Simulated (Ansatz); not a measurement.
# KCl: the cost of one run

Method: DFT PBE, scalar-relativistic, plane waves, PAW, in Ansatz 0.2.0.

1 further run of the same task is left out (set aside as unsound or not needed).

### 1 The structure to begin with

The structure is cubic, space group Fm-3m (No. 225). The conventional cell has a = 6.312 Å, b = 6.312 Å, c = 6.312 Å, α = 90.00°, β = 90.00°, γ = 90.00°. Around K (site symmetry m-3m) lie 6 Cl at 3.16 Å. Cl (site symmetry m-3m) has 6 K at 3.16 Å as nearest neighbours.

Coordinates:

```
CELL_PARAMETERS angstrom
0.00000 3.15610 3.15610
3.15610 0.00000 3.15610
3.15610 3.15610 0.00000
ATOMIC_POSITIONS crystal
K 0.00000 0.00000 0.00000
Cl 0.50000 0.50000 0.50000
```

The structure comes from the Crystallography Open Database.

### 2 A change within a subgroup

The change: strain xx, yy, zz, yz, xz, xy = -0.5, -3.5, -0.5, +0.0, -1.0, +0.0 %; atoms moved by 0.06 Å root mean square, at most 0.06 Å.

Contents of input.yaml:

```yaml
crystal:
  lattice:
    - [-0.032886562, 3.045573378, 3.140256378]
    - [3.107369816, 0.0, 3.107369816]
    - [3.140256378, 3.045573378, -0.032886562]
  atoms:
    - { symbol: K, position: [0.0134426688, 0.0, -0.0134426688] }
    - { symbol: Cl, position: [0.4865573312, 0.5, 0.5134426688] }
basis:
  ecutwfc: 420
kpoints:
  mp_grid: { grid: [6, 6, 6] }
hamiltonian:
  xc: pbe
scf:
  occupations: { method: gaussian, width: 0.02 }
output:
  forces: true
  stress: true
  eigenvalues: true
  populations: true
```

On the command line:

```
$ ansatz run input.yaml --threads 1 --pin off --max-ram 1331MiB --backend cpu --events-out ev --progress --plain --runs-dir out
```

What time and memory should one allow on 1 thread of an x86-64 CPU, shared host?

About 8.4 s, with a peak of 0.34 GiB.
